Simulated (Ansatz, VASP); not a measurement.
Two plane-wave programs on TePt

The input INCAR:

```
ALGO     = Normal         # electronic algorithm
EDIFF    = 1E-7           # SCF threshold, eV
ENCUT    = 520            # plane-wave cutoff, eV
GGA      = PS             # functional
ISIF     = 2              # what is computed and relaxed
ISMEAR   = -1             # smearing method
LASPH    = T              # aspherical terms in the spheres
LCHARG   = F              # write CHGCAR
LREAL    = F              # projectors in reciprocal space
LWAVE    = F              # write WAVECAR
NBANDS   = 24             # bands
NELM     = 100            # most SCF steps
PREC     = Accurate       # precision mode
SIGMA    = 0.05           # smearing width, eV
```

The input KPOINTS:

```
k-points
0
Gamma
  7 7 5
```

Contents of POSCAR:

```
TePt
1.0
    4.2342690445      0.0000000000      0.0000000000
   -2.1171345223      3.6669845590      0.0000000000
    0.0000000000      0.0000000000      5.6237713920
Pt Te
2 2
Direct
    0.0000000000      0.0000000000      0.0000000000
    0.0000000000      0.0000000000      0.5000000000
    0.3333333333      0.6666666667      0.2500000000
    0.6666666667      0.3333333333      0.7500000000
```

Contents of input.yaml:

```yaml
crystal:
  lattice:
    - [4.2342690445, 0.0, 0.0]
    - [-2.1171345223, 3.666984559, 0.0]
    - [0.0, 0.0, 5.623771392]
  atoms:
    - { symbol: Pt, position: [0.0, 0.0, 0.0] }
    - { symbol: Pt, position: [0.0, 0.0, 0.5] }
    - { symbol: Te, position: [0.3333333333, 0.6666666667, 0.25] }
    - { symbol: Te, position: [0.6666666667, 0.3333333333, 0.75] }
hamiltonian:
  xc: pbesol
  pseudopotentials: { kind: paw }
kpoints:
  mp_grid: { grid: [7, 7, 5] }
scf:
  occupations: { method: fermi_dirac, width: 0.05 }
output:
  forces: true
  stress: true
  eigenvalues: true
  write_density: true
  write_potential: true
  elf: true
  volumetric_format: npy
```

Change from the starting cell: volume scaled by 0.98.

Alike in both runs: task single point; functional PBEsol; k mesh 7 × 7 × 5; occupations fermi-dirac, width 0.05 eV; no spin polarisation.

|  | VASP | Ansatz |
| --- | --- | --- |
| version | VASP 6.6.1 | Ansatz 0.2.0 |
| potentials or method | VASP PAW PBE potentials, release 64 (Pt, Te) | Ansatz PAW |
| plane-wave cutoff (eV) | 520 | 420 |
| valence electrons in the cell | 32 | 68 |

```csv
,VASP,Ansatz,Ansatz less VASP
gap on the k mesh at the Fermi level (eV),none,none,-
pressure (GPa),-2.7,-2.6,+0.14
largest component of the traceless stress (GPa),1.12,1.11,-0.008
```

A gap of «none» marks a metal or a gap that the smearing closes. The two sets of potentials don't hold the same shells in valence.

Caveats: the PAW data sets were made with another functional, which shifts forces and pressure a little (VASP); the PAW data sets come from PBE, with cores solved anew for the run's functional, which leaves a small shift of forces and pressure (Ansatz). The runs have no spin-orbit coupling, so splittings on Pt, Te are missing.
